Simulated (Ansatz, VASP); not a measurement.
**Cross-check of GeSb2Te4 between VASP and Ansatz**

Aim: how closely do two programs agree when they are given the same cell, functional and k mesh? The cell is taken from a series of runs on this material, whose earlier steps may have relaxed, scaled, displaced or heated it; both programs get it as it stands.

Method: plane waves, with VASP 6.6.1 beside it; single point at HSE06, in Ansatz 0.2.0.

**1. The structure**

Symmetry: R3m, No. 160, trigonal system. Conventional cell: a = 4.396 Å, b = 4.396 Å, c = 41.691 Å, α = 90.00°, β = 90.00°, γ = 120.00°. Nearest to Ge lie 6 Te at 2.89 to 3.36 Å. Nearest to Sb lie 6 Te at 3.04 to 3.24 Å. Sb has 6 Te at 3.06 to 3.20 Å nearest. Nearest to Te lie 3 Ge at 2.89 Å. Nearest to Te lie 3 Sb at 3.04 Å. Te has 6 Sb at 3.20 to 3.24 Å nearest. Farther neighbours and most contacts between anions are not listed.

Structure file:

```xyz
7
Lattice="2.1978 1.2689 13.8971 -2.1978 1.2689 13.8971 0.0000 -2.5378 13.8971" Properties=species:S:1:pos:R:3 pbc="T T T"
Ge    0.0000    0.0000   23.8020
Sb    0.0000    0.0000   17.7608
Sb    0.0000    0.0000   41.5963
Te    0.0000    0.0000   36.3249
Te    0.0000    0.0000    5.5370
Te    0.0000    0.0000   29.6433
Te    0.0000    0.0000   12.1007
```

**2. VASP: single point, HSE06**

With cell and atoms fixed, the geometry can't cause a difference; cores, projectors, grids and the points listed under the comparison can.

Lines of VASP's logs that name or quote its potential files are left out, and so is its time.

The run reads the wave functions of an earlier VASP run, which isn't shown here.

INCAR reads:

```
SYSTEM = GeSb2Te4
PREC = Accurate
ENCUT = 410
EDIFF = 1E-06
NELM = 100
ISMEAR = 0
SIGMA = 0.01
LREAL = .FALSE.
ALGO = Normal
LHFCALC = .TRUE.
AEXX = 0.25
GGA = PE
HFSCREEN = 0.208
LASPH = .TRUE.
NBANDS = 31
PRECFOCK = Fast
LORBIT = 11
LWAVE = .FALSE.
LCHARG = .FALSE.
KPAR = 8
NCORE = 2
ISIF = 2
```

POSCAR reads:

```
GeSb2Te4
1.0
    2.1978246823      1.2689146720     13.8970814052
   -2.1978246823      1.2689146720     13.8970814052
    0.0000000000     -2.5378293439     13.8970814052
Ge Sb Te
1 2 4
Direct
    0.5709107885      0.5709107885      0.5709107885
    0.4260072440      0.4260072440      0.4260072440
    0.9977221974      0.9977221974      0.9977221974
    0.8712839387      0.8712839387      0.8712839387
    0.1328096172      0.1328096172      0.1328096172
    0.7110186463      0.7110186463      0.7110186463
    0.2902465680      0.2902465680      0.2902465680
```

KPOINTS reads:

```
Automatic mesh
0
Gamma
4 4 4
0 0 0
```

The projector-augmented-wave data sets are Ge_d, Sb and Te (PBE family, release 64).

Command:

```sh
$ mpirun -np 16 vasp_std
```

Numbers of over 12 decimals in the logs are rounded to 6 here.

What it wrote:

```text
[banner, memory and clock lines left out]
running   16 mpi-ranks, on    1 nodes
 distrk:  each k-point on    2 cores,    8 groups
 distr:  one band on    2 cores,    1 groups

 POSCAR found type information on POSCAR GeSbTe
 POSCAR found :  3 types and       7 ions
 LDA part: xc-table for (Slater+PW92), standard interpolation
 found WAVECAR, reading the header
 POSCAR, INCAR and KPOINTS ok, starting setup
 FFT: planning ... GRIDC
 FFT: planning ... GRID_SOFT
 FFT: planning ... GRID
 reading WAVECAR
 the WAVECAR file was read successfully
 initial charge from wavefunction
 entering main loop
       N       E                     dE             d eps       ncg     rms          rms(c)
DAV:   1    -0.317728715634E+02   -0.31773E+02   -0.64596E+00   806   0.157E+01    0.253E+01
DAV:   2    -0.317929365296E+02   -0.20065E-01   -0.16447E-01  1015   0.284E+00    0.166E+01
DAV:   3    -0.317850459176E+02    0.78906E-02   -0.20696E-02   948   0.102E+00    0.107E+01
DAV:   4    -0.317842850871E+02    0.76083E-03   -0.50706E-03   960   0.416E-01    0.652E+00
DAV:   5    -0.317838636967E+02    0.42139E-03   -0.83865E-04   911   0.188E-01    0.389E+00
DAV:   6    -0.317837540140E+02    0.10968E-03   -0.32067E-04   925   0.939E-02    0.233E+00
DAV:   7    -0.317837421949E+02    0.11819E-04   -0.77347E-05   904   0.440E-02    0.140E+00
DAV:   8    -0.317837461501E+02   -0.39551E-05   -0.23166E-05   939   0.225E-02    0.844E-01
DAV:   9    -0.317837527621E+02   -0.66120E-05   -0.64780E-06   904   0.116E-02    0.505E-01
DAV:  10    -0.317837576738E+02   -0.49117E-05   -0.14556E-06   623   0.730E-03    0.302E-01
DAV:  11    -0.317837611384E+02   -0.34646E-05   -0.88685E-07   501   0.530E-03    0.180E-01
DAV:  12    -0.317837633777E+02   -0.22393E-05   -0.23709E-07   487   0.329E-03    0.108E-01
DAV:  13    -0.317837647574E+02   -0.13797E-05   -0.97190E-08   459   0.218E-03    0.644E-02
DAV:  14    -0.317837655957E+02   -0.83826E-06   -0.57011E-08   473   0.158E-03
   1 F= -.31783766E+02 E0= -.31783766E+02  d E =-.829193E-17
```

From OUTCAR (step 2):

```text
ion  position               nearest neighbor table
   1  0.571  0.571  0.571-   4 2.89   4 2.89   4 2.89
   2  0.426  0.426  0.426-   5 3.04   5 3.04   5 3.04   6 3.24   6 3.24   6 3.24
   3  0.998  0.998  0.998-   7 3.06   7 3.06   7 3.06   6 3.20   6 3.20   6 3.20
   4  0.871  0.871  0.871-   1 2.89   1 2.89   1 2.89
   5  0.133  0.133  0.133-   2 3.04   2 3.04   2 3.04
   6  0.711  0.711  0.711-   3 3.20   3 3.20   3 3.20   2 3.24   2 3.24   2 3.24
   7  0.290  0.290  0.290-   3 3.06   3 3.06   3 3.06

  LATTYP: Found a trigonal (rhomboedric) cell.
 ALAT       =    14.1269051587
 COS(alpha) =     0.9515914550

 Subroutine GETGRP returns: Found  6 space group operations
 (whereof  6 operations were pure point group operations)

The static configuration has the point symmetry C_3v.

 Found     13 irreducible k-points:

   k-points           NKPTS =     13   k-points in BZ     NKDIM =     64   number of bands    NBANDS=     31

   dimension x,y,z NGX =    96 NGY =   96 NGZ =   96
   dimension x,y,z NGXF=   192 NGYF=  192 NGZF=  192

   ENCUT  =  410.0 eV  30.13 Ry    5.49 a.u.  23.32 23.32 23.32*2*pi/ulx,y,z

   NELECT =      48.0000    total number of electrons

 k-points in reciprocal lattice and weights: Automatic mesh
   0.00000000  0.00000000  0.00000000       0.016
   0.25000000  0.00000000  0.00000000       0.094
   0.50000000  0.00000000  0.00000000       0.047
   0.25000000  0.25000000 -0.00000000       0.094
   0.50000000  0.25000000  0.00000000       0.188
  -0.25000000  0.25000000  0.00000000       0.094
   0.50000000  0.50000000 -0.00000000       0.047
   0.25000000  0.25000000  0.25000000       0.031
   0.50000000  0.25000000  0.25000000       0.094
  -0.25000000  0.25000000  0.25000000       0.094
   0.50000000  0.50000000  0.25000000       0.094
  -0.25000000  0.50000000  0.25000000       0.094
   0.50000000  0.50000000  0.50000000       0.016

  exchange ACFDT corr.  =         0.00000000  see jH, gK, PRB 81, 115126

 average (electrostatic) potential at core
       1 -67.0116       2 -84.4472       3 -84.4655       4 -84.9596       5 -85.5137
       6 -85.1900       7 -85.4839

 E-fermi :   5.1816

 k-point     1 :       0.0000    0.0000    0.0000
  band No.  band energies     occupation
    ...
     20       3.6288      2.00000
     21       3.6730      2.00000
     22       3.6730      2.00000
     23       4.0905      2.00000
     24       5.0877      2.00000
     25       5.6623      0.00000
     26       5.8760      0.00000
     27       5.8760      0.00000
     28       6.8025      0.00000
     29       6.8496      0.00000
    ...

 k-point     2 :       0.2500    0.0000    0.0000
  band No.  band energies     occupation
    ...
     20       3.0865      2.00000
     21       3.4314      2.00000
     22       3.7437      2.00000
     23       4.3871      2.00000
     24       4.6468      2.00000
     25       6.2931      0.00000
     26       6.4521      0.00000
     27       6.8657      0.00000
     28       7.4062      0.00000
     29       7.7558      0.00000
    ...

 k-point     3 :       0.5000    0.0000    0.0000
  band No.  band energies     occupation
    ...
     20       2.6625      2.00000
     21       3.3842      2.00000
     22       3.4870      2.00000
     23       3.8007      2.00000
     24       4.2080      2.00000
     25       6.3577      0.00000
     26       6.4969      0.00000
     27       6.7331      0.00000
     28       7.4373      0.00000
     29       7.9777      0.00000
    ...

  Total       -5.5809331     -5.5809331     -3.3689581      0.0000000     -0.0000000     -0.0000000
  in kB      -38.4518363    -38.4518363    -23.2116426      0.0000000     -0.0000000     -0.0000000
  external PRESSURE =     -33.3717717 kB  Pullay stress =       0.0000000 kB

  energy-cutoff  :      410.00
  volume of cell :      232.54
      direct lattice vectors                 reciprocal lattice vectors
     2.197824682  1.268914672 13.897081405     0.227497673  0.131345843  0.023985852
    -2.197824682  1.268914672 13.897081405    -0.227497673  0.131345843  0.023985852
     0.000000000 -2.537829344 13.897081405     0.000000000 -0.262691685  0.023985852

 POSITION                                       TOTAL-FORCE (eV/Angst)
 -----------------------------------------------------------------------------------
      0.00000      0.00000     23.80198         0.000000     -0.000000     -0.275535
      0.00000      0.00000     17.76077         0.000000      0.000000      0.200993
      0.00000      0.00000     41.59628         0.000000     -0.000000     -0.186823
      0.00000      0.00000     36.32491         0.000000      0.000000      0.291919
      0.00000      0.00000      5.53700         0.000000     -0.000000     -0.397757
      0.00000      0.00000     29.64325         0.000000     -0.000000     -0.054535
      0.00000      0.00000     12.10074         0.000000      0.000000      0.421739
 -----------------------------------------------------------------------------------
    total drift:                               -0.000004     -0.000002     -0.004372

  FREE ENERGIE OF THE ION-ELECTRON SYSTEM (eV)
  ---------------------------------------------------
  free  energy   TOTEN  =       -31.7837655957 eV

  energy  without entropy=      -31.7837655957  energy(sigma->0) =      -31.78376560

 total charge
# of ion       s       p       d       tot
------------------------------------------
    1        1.321   0.755  10.000  12.076
    2        1.323   1.043   0.048   2.414
    3        1.330   1.030   0.049   2.410
    4        1.352   2.042   0.022   3.417
    5        1.373   1.983   0.025   3.382
    6        1.354   2.057   0.026   3.436
    7        1.359   2.016   0.030   3.405
--------------------------------------------------
tot          9.413  10.926  10.200  30.539

[... 3 further parts left out ...]
```

The run ends at a pressure of -3.34 GPa, with forces up to 0.42 eV/Å.

(Part 1 of 2 ends here.)

[Lines on the potential files, build, host, timing and source positions are cut from VASP's logs without a mark.]

[Logs are printed without paths, hosts, clocks, repeated set-up lines and the standing remarks that a program may print on its own settings, such as how far it seeks lower states.]

[Hosts, paths, dates, database ids (printed as entryN), source tags and the programs' standing remarks are cut or masked in the printed files.]
